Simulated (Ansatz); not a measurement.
Wires are cut from relaxed bulk HfN (Fm-3m, 11.76 Å³/atom, gap on the mesh 0.00 eV); atoms and period are relaxed, and energies count from that bulk.

All numbers below come from DFT PBE, scalar-relativistic, plane waves, PAW (Ansatz).

Cutoff 420 eV, Gaussian smearing of 0.05 eV, energies at zero smearing, symmetry of each start kept, no spin polarisation.

| start | atoms | k mesh | excess energy (eV per host atom) | line energy (eV/Å) | period (Å) | gap on the mesh (eV) |
| --- | --- | --- | --- | --- | --- | --- |
| [111] wire, 8 host atoms a period | 8 | 1×1×7 | 1.920 | 1.865 | 8.236 | 0.51 |
| [111] wire, 18 host atoms a period | 18 | 1×1×7 | 1.269 | 2.719 | 8.400 | 0 |

Spin-orbit coupling is left out, which matters for the bands of heavy elements. An odd mesh misses points on the zone edge, so a gap read on it can be too wide. Spin polarisation was left out, and a magnetic state may lie lower.

Each run keeps its start's symmetry and one magnetic start, so lower states can exist.

Cost: 2 runs of about 63 core-minutes in all, on Intel Xeon Platinum 8259CL (Skylake/Cascade Lake) (shared hosts).